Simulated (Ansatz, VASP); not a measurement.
# Si (Si/Cu(100)) in two plane-wave programs

Wanted: the spread between two codes on one cell, functional and k mesh. The cell is taken from a series of runs on this material, whose earlier steps may have relaxed, scaled, displaced or heated it; both programs get it as it stands.

Main program and level: Ansatz 0.2.0; plane waves, with VASP 6.6.1 beside it; single point at RPBE.

### Step 1. Starting point

The cell holds 1 atom: 1 Si. Its edges and angles: a = 5.105 Å, b = 5.105 Å, c = 25.321 Å, α = 90.0°, β = 90.0°, γ = 90.0°. Vacuum lies along c.

### Step 2. Ansatz: single point, RPBE

Ansatz runs on its default PAW (the set named soft_2) files.

With cell and atoms fixed, the geometry can't cause a difference; cores, projectors, grids and the points listed under the comparison can.

input.yaml

```yaml
crystal:
  lattice:
    - [5.1053109602, 0.0, 0.0]
    - [0.0, 5.1053109602, 0.0]
    - [0.0, 0.0, 25.3210422323]
  atoms:
    - { symbol: Si, position: [0.25, 0.25, 0.6310402226], spin: 1.0 }
magnetization:
  spin_polarized: true
kpoints:
  mp_grid: { grid: [6, 6, 1] }
hamiltonian:
  xc: rpbe
scf:
  occupations: { method: fermi_dirac, width: 0.1 }
  convergence: { dr2_threshold: 1.0e-08 }
efield:
  axis: 3
  dipole_correction: true
  ramp_position: 0.97
  ramp_width: 0.06
output:
  write_potential: true
  write_density: true
  volumetric_format: npy
```

On the command line:

```sh
$ ansatz run input.yaml --threads 4 --pin off --max-ram 12288MiB --backend cpu --events-out ev --progress --plain --runs-dir out
```

Numbers of over 12 decimals in the logs are rounded to 6 here.

Output:

```text
Engine: ansatz 0.2.0, x86_64-unknown-linux-gnu
Pseudopotentials: kind: paw
Pseudopotential: Si, paw, valence charge 4, recommended cutoff 420 eV (normal), Si.paw.azcp
Functional definition: RPBE
  parameter kappa = 0.804
  parameter beta = 0.066725
  exchange = rpbe_x(kappa = kappa, mu = beta*pi^2/3)
  correlation = pbe_c(beta = beta)
Crystal: 1 atoms, lattice volume = 659.973 Å³
Basis set: ecut = 420 eV, 12877 PW (Γ)
Bands: 7, of which v1, the nominal top of the filled ones, is band 2 counted from 1 (1 counted from 0)
Symmetry: 8 space group operations
k-points: 10 of 36
Non-local potential: Si, projectors of the file, l = 0: 2, l = 1: 2, l = 2: 2
PAW form: soft (Blöchl's): semilocal exchange-correlation on the pseudo side does not see the compensation charge
PAW frozen core: Si, regenerated for the run's functional, and the local potential with it (the file was generated under x = pbe(κ = 0.804, μ = 0.219515), c = pbe(β = 0.066725))
PAW one-centre angular grid: Si, 110 points (default); XC on 64 Gauss nodes
Initial density: superposition of atomic densities (neutral atoms: chi_scale 0, normalization atom)
Starting moments: Σ|m| = 1 μB on 1 of 1 site
Initial wavefunctions: pseudopotential atomic-orbital guess
Functional: x = rpbe, c = pbe(β = 0.066725)
iter 1 solved again at ethr=1.92e-4 eV; its pass at ethr=3.10e-3 eV (dr2=7.70e-3 eV) is discarded
SCF iter   1: F=—  HF=-634.693014 eV  |F-HF|=—  |Δ(HF+E_count)|=         —  Δρ=2.87e-3 (↑2.87e-3 ↓2.73e-3)  dr2=7.66e-3  dr2_m=4.60e-2  M=1.929 μB ∫|m|=1.929 μB  β_m=1.00  ethr=1.92e-4  p=-0.000 e·Å  D=-1.77e-10 V/Å  ΔV_dip=0.00 eV  dr2_dipole=1.51e-11  V_vac-E_F(+/−)=4.29/4.29 eV  ⟨swp⟩=1.0  Hψ=1593  notcnv=0
efield: sawtooth ramp at fractional position 0.9700 (set: `efield.ramp_position`, or a place that a band, a saddle search or an elastic batch's reference lends), width 0.0600; the density the first Hamiltonian is built on has a dipole p = -0.000 e·Å; the dipole correction subtracts the counter field D = -1.77e-10 V/Å, which shifts the + side's vacuum level by +0.00 eV against the − side's; the planar-averaged density in the ramp window peaks in size at 1.0e-8 e/Å³
preconditioner: auto → none  [metal: Δε(μ)=0.031 eV  Ē_g=3.303 eV  σ=0.100 eV  W_gap=0.08  n_scr=8 (ndim 8)  ℏωp=2.0 eV  f_vac=0.770  D(μ)=3.97/eV (n_scr^D=8)  sad-step TF]
SCF iter   2: F=—  HF=-634.896229 eV  |F-HF|=—  |Δ(HF+E_count)|=   2.03e-1  Δρ=1.02e-3 (↑1.02e-3 ↓3.79e-4)  dr2=1.23e-2  dr2_m=1.56e-3  M=2.000 μB ∫|m|=2.000 μB  β_m=1.00  ethr=1.92e-4  p=-0.000 e·Å  D=-2.58e-6 V/Å  ΔV_dip=0.00 eV  dr2_dipole=2.93e-11  V_vac-E_F(+/−)=4.58/4.58 eV  ⟨swp⟩=3.2  Hψ=327  notcnv=0  κ⁻¹=1.0e0(r=1)
SCF iter   3: F=—  HF=-634.899989 eV  |F-HF|=—  |Δ(HF+E_count)|=   3.76e-3  Δρ=1.12e-3 (↑1.12e-3 ↓4.16e-4)  dr2=2.01e-2  dr2_m=9.24e-4  M=2.000 μB ∫|m|=2.000 μB  β_m=1.00  ethr=1.92e-4  p=0.000 e·Å  D=2.18e-6 V/Å  ΔV_dip=-0.00 eV  dr2_dipole=1.44e-11  V_vac-E_F(+/−)=4.63/4.63 eV  ⟨swp⟩=2.2  Hψ=219  notcnv=0  κ⁻¹=9.3e-2(r=2)
SCF iter   4: F=—  HF=-634.896736 eV  |F-HF|=—  |Δ(HF+E_count)|=   3.25e-3  Δρ=2.81e-4 (↑2.81e-4 ↓1.96e-4)  dr2=3.16e-3  dr2_m=4.86e-5  M=2.000 μB ∫|m|=2.000 μB  β_m=1.00  ethr=1.92e-4  p=-0.000 e·Å  D=-1.41e-5 V/Å  ΔV_dip=0.00 eV  dr2_dipole=4.19e-10  V_vac-E_F(+/−)=4.53/4.53 eV  ⟨swp⟩=3.4  Hψ=278  notcnv=0  κ⁻¹=1.5e-3(r=3)
SCF iter   5: F=—  HF=-634.897739 eV  |F-HF|=—  |Δ(HF+E_count)|=   1.00e-3  Δρ=6.01e-4 (↑6.01e-4 ↓2.95e-4)  dr2=8.51e-3  dr2_m=2.14e-4  M=2.000 μB ∫|m|=2.000 μB  β_m=1.00  ethr=7.89e-5  p=-0.000 e·Å  D=-1.24e-5 V/Å  ΔV_dip=0.00 eV  dr2_dipole=3.81e-10  V_vac-E_F(+/−)=4.53/4.53 eV  ⟨swp⟩=1.1  Hψ=207  notcnv=0  κ⁻¹=4.3e-4(r=4)
SCF iter   6: F=—  HF=-634.896401 eV  |F-HF|=—  |Δ(HF+E_count)|=   1.34e-3  Δρ=1.41e-4 (↑1.04e-4 ↓1.41e-4)  dr2=3.53e-4  dr2_m=3.99e-5  M=2.000 μB ∫|m|=2.000 μB  β_m=1.00  ethr=7.89e-5  p=-0.000 e·Å  D=-1.44e-6 V/Å  ΔV_dip=0.00 eV  dr2_dipole=1.35e-11  V_vac-E_F(+/−)=4.63/4.63 eV  ⟨swp⟩=2.9  Hψ=220  notcnv=0  κ⁻¹=9.4e-6(r=5)
SCF iter   7: F=—  HF=-634.896700 eV  |F-HF|=—  |Δ(HF+E_count)|=   2.99e-4  Δρ=1.41e-4 (↑1.41e-4 ↓2.91e-5)  dr2=1.28e-4  dr2_m=4.29e-5  M=2.000 μB ∫|m|=2.000 μB  β_m=1.00  ethr=8.82e-6  p=-0.000 e·Å  D=-2.38e-7 V/Å  ΔV_dip=0.00 eV  dr2_dipole=1.61e-12  V_vac-E_F(+/−)=4.63/4.63 eV  ⟨swp⟩=2.5  Hψ=201  notcnv=0  κ⁻¹=7.3e-6(r=6)
SCF iter   8: F=—  HF=-634.896808 eV  |F-HF|=—  |Δ(HF+E_count)|=   1.08e-4  Δρ=8.02e-5 (↑8.02e-5 ↓7.93e-6)  dr2=6.17e-5  dr2_m=1.04e-5  M=2.000 μB ∫|m|=2.000 μB  β_m=1.20  ethr=3.20e-6  p=0.000 e·Å  D=1.71e-6 V/Å  ΔV_dip=-0.00 eV  dr2_dipole=7.68e-12  V_vac-E_F(+/−)=4.62/4.62 eV  ⟨swp⟩=3.0  Hψ=206  notcnv=0
Mixer restart at iter 8: flushing history
spin-set hold released at iteration 8 (site moments contracting): the magnetisation degrees of freedom join the quasi-Newton model from the next iteration; the mixer history was flushed
SCF iter   9: F=—  HF=-634.896823 eV  |F-HF|=—  |Δ(HF+E_count)|=   1.43e-5  Δρ=7.01e-5 (↑7.01e-5 ↓2.37e-5)  dr2=8.61e-5  dr2_m=3.35e-6  M=2.000 μB ∫|m|=2.000 μB  β_m=1.20  ethr=1.54e-6  p=0.000 e·Å  D=1.10e-6 V/Å  ΔV_dip=-0.00 eV  dr2_dipole=1.07e-12  V_vac-E_F(+/−)=4.62/4.62 eV  ⟨swp⟩=2.0  Hψ=174  notcnv=0  κ⁻¹=1.0e0(r=1)
density mixer auto → broyden: no gap read (density of states about μ 1.41 of a free-electron gas's, 8 screened modes)
SCF iter  10: F=—  HF=-634.896830 eV  |F-HF|=—  |Δ(HF+E_count)|=   7.11e-6  Δρ=9.18e-5 (↑9.18e-5 ↓1.84e-5)  dr2=1.17e-4  dr2_m=8.52e-6  M=2.000 μB ∫|m|=2.000 μB  β_m=1.20  ethr=1.54e-6  p=0.000 e·Å  D=1.29e-6 V/Å  ΔV_dip=-0.00 eV  dr2_dipole=2.48e-12  V_vac-E_F(+/−)=4.62/4.62 eV  ⟨swp⟩=1.5  Hψ=150  notcnv=0  κ⁻¹=5.4e-1(r=2)
SCF iter  11: F=—  HF=-634.896798 eV  |F-HF|=—  |Δ(HF+E_count)|=   3.21e-5  Δρ=1.34e-5 (↑1.34e-5 ↓2.78e-6)  dr2=1.55e-6  dr2_m=3.37e-7  M=2.000 μB ∫|m|=2.000 μB  β_m=1.20  ethr=1.54e-6  p=0.000 e·Å  D=9.06e-7 V/Å  ΔV_dip=-0.00 eV  dr2_dipole=5.43e-13  V_vac-E_F(+/−)=4.61/4.61 eV  ⟨swp⟩=1.5  Hψ=150  notcnv=0  κ⁻¹=2.6e-4(r=3)
SCF iter  12: F=—  HF=-634.896804 eV  |F-HF|=—  |Δ(HF+E_count)|=   6.14e-6  Δρ=5.69e-6 (↑5.69e-6 ↓1.62e-6)  dr2=4.02e-7  dr2_m=5.53e-8  M=2.000 μB ∫|m|=2.000 μB  β_m=1.20  ethr=3.87e-8  p=0.000 e·Å  D=7.03e-7 V/Å  ΔV_dip=-0.00 eV  dr2_dipole=1.70e-14  V_vac-E_F(+/−)=4.61/4.61 eV  ⟨swp⟩=2.2  Hψ=191  notcnv=0  κ⁻¹=2.4e-4(r=4)
SCF iter  13: F=—  HF=-634.896803 eV  |F-HF|=—  |Δ(HF+E_count)|=   5.38e-7  Δρ=1.07e-6 (↑1.07e-6 ↓5.23e-7)  dr2=7.10e-9  dr2_m=2.97e-9  M=2.000 μB ∫|m|=2.000 μB  β_m=1.20  ethr=2.50e-10  p=0.000 e·Å  D=5.89e-7 V/Å  ΔV_dip=-0.00 eV  dr2_dipole=1.67e-14  V_vac-E_F(+/−)=4.61/4.61 eV  ⟨swp⟩=4.3  Hψ=831  notcnv=0  κ⁻¹=1.4e-4(r=5)
SCF iter  14: F=—  HF=-634.896803 eV  |F-HF|=—  |Δ(HF+E_count)|=   7.13e-8  Δρ=2.87e-7 (↑2.87e-7 ↓2.25e-7)  dr2=2.33e-9  dr2_m=6.75e-11  M=2.000 μB ∫|m|=2.000 μB  β_m=1.20  ethr=1.77e-10  p=0.000 e·Å  D=6.30e-7 V/Å  ΔV_dip=-0.00 eV  dr2_dipole=1.13e-16  V_vac-E_F(+/−)=4.61/4.61 eV  ⟨swp⟩=5.5  Hψ=687  notcnv=0  κ⁻¹=6.8e-6(r=6)
SCF iter  15: F=—  HF=-634.896803 eV  |F-HF|=—  |Δ(HF+E_count)|=   6.16e-8  Δρ=1.69e-7 (↑1.69e-7 ↓1.53e-7)  dr2=6.02e-10  dr2_m=8.69e-12  M=2.000 μB ∫|m|=2.000 μB  β_m=1.20  ethr=5.82e-11  p=0.000 e·Å  D=6.24e-7 V/Å  ΔV_dip=-0.00 eV  dr2_dipole=1.80e-16  V_vac-E_F(+/−)=4.61/4.61 eV  ⟨swp⟩=3.9  Hψ=614  notcnv=0  κ⁻¹=1.2e-6(r=7)
iter 16 met the thresholds in force, and the SCF goes on: an eigenvalue changes by 0.36 meV, over its tolerance of 0.16 meV (output.eigenvalues, Limitations)
SCF iter  16: F=-634.896803 eV  HF=-634.896803 eV  |F-HF|=6.10e-11  |Δ(HF+E_count)|=   3.19e-8  Δρ=4.62e-8 (↑4.62e-8 ↓2.24e-8)  dr2=2.21e-11  dr2_m=2.74e-12  M=2.000 μB ∫|m|=2.000 μB  β_m=1.20  ethr=1.51e-11  p=0.000 e·Å  D=6.17e-7 V/Å  ΔV_dip=-0.00 eV  dr2_dipole=4.02e-16  V_vac-E_F(+/−)=4.61/4.61 eV  ⟨swp⟩=5.2  Hψ=539  notcnv=0  κ⁻¹=1.2e-7(r=8)
SCF iter  17: F=-634.896803 eV  HF=-634.896803 eV  |F-HF|=4.60e-11  |Δ(HF+E_count)|=  5.74e-11  Δρ=1.37e-8 (↑1.37e-8 ↓1.37e-8)  dr2=4.63e-12  dr2_m=6.31e-14  M=2.000 μB ∫|m|=2.000 μB  ethr=1.00e-12  p=0.000 e·Å  D=6.12e-7 V/Å  ΔV_dip=-0.00 eV  dr2_dipole=3.74e-17  V_vac-E_F(+/−)=4.61/4.61 eV  ⟨swp⟩=1.0  Hψ=396  notcnv=0
SCF 1 converged in 17 iterations: F = -634.896803 eV  dr2 = 4.63e-12
  greatest PAW one-centre occupation: 0.761 electrons in one spin orbital (limit 2), on the Si atom at site 0 (counted from 0), in its partial waves of l = 0
WARN: The output density's exchange-correlation potential varies sharply where the density is thin. Do not read a vacuum level from v_tot or v_xc, or from such a field of the output density. On a cell that repeats whose density bears no net charge and no dipole along the vacuum's axis use v_es (v_loc + v_h of the components); under efield.dipole_correction with no amplitude use v_es + v_field, which holds any externa [...]
this state was not tested for a lower state beside it, because the mixer in use, unlike msr1, does not test its closes by its own steps (another_mixer; see scf.mixing.algorithm and scf.lower_state_search)
SCF converged after 17 iterations
an eigenvalue changed by more than its tolerance at an iteration that met the thresholds in force, so the SCF went on 1 time: the last check found none over its tolerance
Magnetization: 1.9999 μB (3.0000 up, 1.0000 down)
Absolute magnetization: 1.9999 μB (∫|ρ↑−ρ↓|, with the PAW one-centre terms)
Spin contamination: 0.0007 ħ² per cell (⟨S²⟩ above its minimum at these occupations)
Per-site moments (μB) at R_I (Å): [(1.805031, 2.105941)]
Free energy (F): -634.896803 eV
Harris-Foulkes:  -634.896803 eV  (|F-HF|=4.60e-11)
Internal energy: -634.783591 eV  (E = F + TS)
E sigma→0 (E₀):  -634.840197 eV
Entropy (-TS):   -0.113212 eV (-113.212 meV/atom)
Fermi energy:    -4.227634 eV
Dipole field:    D = 0.000001 V/Å  (p = 0.000002 e·Å, saw-weighted, corrected)
Work function:   Φ+ = 4.6139 eV   Φ− = 4.6139 eV
Levels:          The Fermi level and band energies are counted from a zero that moves with the ramp; work functions are not
--- Per-component energies (eV) ---
  E_band       = -29.425538
  E_kinetic    = 34.140077
  E_local      = -268.474084  (includes V_loc(G=0)·N_el)
  E_nonlocal   = 25.796806
  E_hartree    = 110.567157
  E_xc         = -51.521992
  E_vxc        = -41.026084  (∫ρ·V_xc dr)
  E_paw        = -514.455890  (= ΣΔE_a)
  E_vpaw       = -0.996552  (= ΣTr[D̂ρ^β])
  E_aug_tail   = 0.000009  (compensation charges beyond the density's cutoff)
  E_efield     = 0.000000  (sawtooth field / dipole correction)
  E_vefield    = -0.000008  (∫n·V_field dr)
  E_ewald      = 29.188309
  E_core_change = -0.023983  (= ΣΔE_core)
  E_smearing   = -0.113212  (= −TS)
  E_closure    = -0.000000  (closes the sum)
  Σ components = -634.896803   (vs F -634.896803, Δ=0.00e0)
--- Band table (eV; the first three rows and the last of 20) ---
  k-point 0 ↑: bands = ["-11.2005", "-4.5009", "-3.9870", "-3.9870", "-0.6374", "0.0366", "0.4163"]
  k-point 1 ↑: bands = ["-11.1805", "-4.4670", "-4.2181", "-3.9670", "-0.4120", "0.1520", "0.5951"]
  k-point 2 ↑: bands = ["-11.1395", "-4.6054", "-4.3958", "-3.9260", "0.1222", "0.4319", "1.0851"]
  k-point 9 ↓: bands = ["-9.2998", "-3.1611", "-3.1611", "-2.4025", "1.0095", "2.2964", "2.2964"]
```

[end of part 1 of 2]

[Lines on the potential files, build, host, timing and source positions are cut from VASP's logs without a mark.]

[Logs are printed without paths, hosts, clocks, repeated set-up lines and the standing remarks that a program may print on its own settings, such as how far it seeks lower states.]

[Hosts, paths, dates, database ids (printed as entryN), source tags and the programs' standing remarks are cut or masked in the printed files.]
